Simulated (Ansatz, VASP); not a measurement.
Sb in VASP and in Ansatz

File INCAR:

```
SYSTEM = Sb
  ALGO = Normal
  EDIFF = 1E-6
  EDIFFG = -0.01
  ENCUT = 600
  GGA = CA
  IBRION = 2
  ISIF = 3
  ISMEAR = -1
  LASPH = .TRUE.
  LCHARG = .FALSE.
  LREAL = .FALSE.
  LWAVE = .FALSE.
  NELM = 80
  NSW = 80
  PREC = Accurate
  SIGMA = 0.1
```

Contents of KPOINTS:

```
k-points
0
G
  11 11 6
  0 0 0
```

POSCAR

```
Sb
1.0
    3.3749600568      0.0000000000      0.0000000000
   -1.6874800284      2.9228011460      0.0000000000
    0.0000000000      0.0000000000      5.5113097728
Sb
2
Direct
    0.3333333333      0.6666666667      0.2500000000
    0.6666666667      0.3333333333      0.7500000000
```

Input for Ansatz:

```yaml
crystal:
  lattice:
    - [3.3749600568, 0.0, 0.0]
    - [-1.6874800284, 2.922801146, 0.0]
    - [0.0, 0.0, 5.5113097728]
  atoms:
    - { symbol: Sb, position: [0.3333333333, 0.6666666667, 0.25] }
    - { symbol: Sb, position: [0.6666666667, 0.3333333333, 0.75] }
hamiltonian:
  xc: lda
  pseudopotentials:
    kind: paw
    azcp:
      Sb: "pseudopotentials/Sb.paw.azcp"
basis:
  ecutwfc: 420
  fft_grid_basis: typed
kpoints:
  mp_grid: { grid: [11, 11, 6], shift: [0, 0, 0] }
magnetization:
  spin_polarized: false
scf:
  occupations: { method: fermi_dirac, width: 0.1 }
relax:
  max_steps: 60
  f_tol: 0.01
  cell: {}
```

The cell was built by a generator and needn't be a form met in nature.

Alike in both runs: task relaxation of cell and atoms; functional LDA; k mesh 11 × 11 × 6; occupations fermi-dirac, width 0.1 eV; no spin polarisation.

|  | VASP | Ansatz |
| --- | --- | --- |
| version | VASP 6.6.1 | Ansatz 0.2.0 |
| potentials or method | VASP PAW LDA potentials, release 64 (Sb) | plane waves (420 eV) with PAW, scalar-relativistic |
| plane-wave cutoff (eV) | 600 | 420 |
| valence electrons in the cell | 10 | 30 |

VASP gave:

- relaxed volume (Å³/atom): 25.68
- relaxed cell length with the largest relative difference (Å): 5.453
- energy change over the relaxation (meV/atom): -18

Problem. Which values does Ansatz return?

Solution. Relaxed volume (Å³/atom): 25.63; relaxed cell length with the largest relative difference (Å): 5.449; energy change over the relaxation (meV/atom): -19.

The two sets of potentials don't hold the same shells in valence. Ansatz warned: «pseudo_functional_mismatch».

The runs have no spin-orbit coupling, so splittings on Sb are missing.
